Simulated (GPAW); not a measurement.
A run of GPAW 26.7.0 is set up as follows.

Contents of run.py:

```python
from ase import Atoms
from ase.dft.bandgap import bandgap
from ase.io import write
from ase.units import GPa
from gpaw import GPAW, PW

atoms = Atoms(['Al'],
              cell=[[0.0, 2.024805, 2.024805],
                    [2.024805, 0.0, 2.024805],
                    [2.024805, 2.024805, 0.0]],
              scaled_positions=[[0.0, 0.0, 0.0]],
              pbc=True)

calc = GPAW(mode=PW(500),
            xc='PBE',
            kpts={'size': (9, 9, 9), 'gamma': True},
            occupations={'name': 'fermi-dirac', 'width': 0.01},
            nbands=7,
            convergence={'density': 1e-05, 'energy': 1e-05},
            maxiter=150,
            txt='gpaw.txt')
atoms.calc = calc
energy = atoms.get_potential_energy()
forces = atoms.get_forces()
stress = atoms.get_stress()
calc.write('gs.gpw')
write('result.traj', atoms)
print(f'Energy: {energy:.6f} eV')
print('Forces (eV/A):')
print(forces.round(4))
print('Stress (GPa):', (stress / GPa).round(3))
print('Fermi level:', round(calc.get_fermi_level(), 4), 'eV')
print(f'Gap: {bandgap(calc)[0]:.4f} eV, direct: {bandgap(calc, direct=True)[0]:.4f} eV')
```

Potentials or basis: GPAW PAW data sets (gpaw-data 1.2.1), pw.

The run is started by

```bash
$ OMP_NUM_THREADS=1 python run.py
```

(1) Predict the pressure.

(2) Estimate the band gap on the k mesh.

## Answers

(1) 0.0 GPa.

(2) none (metal or under the smearing width).

Caveat: the cutoff is short for stress and forces, so pressures can be off by a GPa or more.
